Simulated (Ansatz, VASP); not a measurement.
# Fe: VASP beside Ansatz

The input INCAR:

```
SYSTEM = Fe
PREC = Accurate ; ENCUT = 520
EDIFF = 1E-6 ; ISMEAR = 0
SIGMA = 0.15 ; LREAL = .FALSE.
LASPH = .TRUE. ; NELM = 150
ALGO = Fast ; ISIF = 2
LWAVE = .FALSE. ; LCHARG = .TRUE.
ISPIN = 2 ; MAGMOM = 2.44
LORBIT = 11 ; LMAXMIX = 4
GGA = PE ; LELF = .TRUE.
LVHAR = .TRUE. ; NBANDS = 14
```

File KPOINTS:

```
regular mesh
0
G
  10 10 10
  0 0 0
```

The input POSCAR:

```
Fe
1.0
   -1.3119987705      1.4157750842      1.3166708283
    1.3119987705     -1.4157750842      1.3166708283
    1.3119987705      1.4157750842     -1.3166708283
Fe
1
Direct
    0.0000000000      0.0000000000      0.0000000000
```

Input for Ansatz:

```yaml
crystal:
  lattice:
    - [-1.3119987705, 1.4157750842, 1.3166708283]
    - [1.3119987705, -1.4157750842, 1.3166708283]
    - [1.3119987705, 1.4157750842, -1.3166708283]
  atoms:
    - { symbol: Fe, position: [0.0, 0.0, 0.0], spin: 2.44 }
basis:
  ecutwfc: 520.0
kpoints:
  mp_grid: { grid: [10, 10, 10] }
hamiltonian:
  xc: pbe
scf:
  occupations: { method: gaussian, width: 0.15 }
output:
  forces: true
  stress: true
  eigenvalues: true
  populations: true
magnetization:
  spin_polarized: true
```

Change from the starting cell: normal strain along x -0.0733, normal strain along z -0.0700.

Alike in both runs: task single point; functional PBE; k mesh 10 × 10 × 10; occupations gaussian, width 0.15 eV; collinear spin.

|  | VASP | Ansatz |
| --- | --- | --- |
| version | VASP 6.6.1 | Ansatz 0.2.0 |
| potentials or method | VASP PAW PBE potentials, release 64 (Fe) | scalar-relativistic, plane waves, PAW |
| plane-wave cutoff (eV) | 520 | 520 |
| valence electrons in the cell | 8 | 16 |

Ansatz gave:

```
gap on the k mesh at the Fermi level (eV)                     : none
pressure (GPa)                                                : 41.7
largest component of the traceless stress (GPa)               : 9.16
net moment per atom (μB)                                      : 1.92
size of the moment on the site where the two differ most (μB) : 1.94
```

Q: What did VASP give for the same quantities?

A: gap on the k mesh at the Fermi level (eV): none; pressure (GPa): 40.9; largest component of the traceless stress (GPa): 9.21; net moment per atom (μB): 1.93; size of the moment on the site where the two differ most (μB): 1.91.

Site moments also hang on the region over which each program counts them. A gap of «none» marks a metal or a gap that the smearing closes. The two sets of potentials don't hold the same shells in valence.

Caveats: so large a pressure means that the cell lies far from this level's equilibrium, or that cutoff or potentials fall short (VASP).
